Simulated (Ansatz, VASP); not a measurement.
One calculation of AlN, two programs

File INCAR:

```
SYSTEM = AlN
ALGO = Normal ; EDIFF = 1E-6
ENCUT = 520 ; GGA = PE
ISIF = 2 ; ISMEAR = 0
LASPH = .True. ; LCHARG = .False.
LREAL = .False. ; LWAVE = .False.
NBANDS = 11 ; NELM = 100
PREC = Accurate ; SIGMA = 0.05
```

KPOINTS

```
k-points
0
Gamma
  10 10 10
  0 0 0
```

POSCAR

```
AlN
1.0
    0.0000000000      2.1839935596      2.1839935596
    2.1839935596      0.0000000000      2.1839935596
    2.1839935596      2.1839935596      0.0000000000
Al N
1 1
Direct
    0.1030222818      0.1030222818     -0.2487177900
    0.7500000000      0.7500000000      0.7500000000
```

Input for Ansatz:

```yaml
crystal:
  lattice:
    - [0.0, 2.1839935596, 2.1839935596]
    - [2.1839935596, 0.0, 2.1839935596]
    - [2.1839935596, 2.1839935596, 0.0]
  atoms:
    - { symbol: Al, position: [0.1030222818, 0.1030222818, -0.24871779] }
    - { symbol: "N", position: [0.75, 0.75, 0.75] }
basis:
  ecutwfc: 520.0
kpoints:
  mp_grid: { grid: [10, 10, 10] }
hamiltonian:
  xc: pbe
scf:
  occupations: { method: gaussian, width: 0.05 }
output:
  forces: true
  stress: true
  eigenvalues: true
```

Alike in both runs: task single point; functional PBE; k mesh 10 × 10 × 10; occupations gaussian, width 0.05 eV; no spin polarisation.

```csv
,VASP,Ansatz
version,VASP 6.6.1,Ansatz 0.2.0
potentials or method,"VASP PAW PBE potentials, release 64 (Al, N)","scalar-relativistic, plane waves, PAW"
plane-wave cutoff (eV),520,520
valence electrons in the cell,8,8
```

|  | VASP | Ansatz | Ansatz less VASP |
| --- | --- | --- | --- |
| gap on the k mesh at the Fermi level (eV) | 1.83 | 1.85 | +0.019 |
| least direct gap on the mesh (eV) | 2.10 | 2.09 | -0.007 |
| pressure (GPa) | 20.2 | 20.3 | +0.08 |
| largest component of the traceless stress (GPa) | 16.27 | 16.17 | -0.099 |
| rms of the force components (eV/Å) | 1.550 | 1.539 | -0.0110 |

Atom by atom the forces differ by 0.011 eV/Å (rms over components).

Caveats: so large a pressure means that the cell lies far from this level's equilibrium, or that cutoff or potentials fall short (VASP); forces of over 1 eV/Å show positions far from the minimum, so gaps and moduli don't describe the material at rest. A k mesh can miss the band edges.
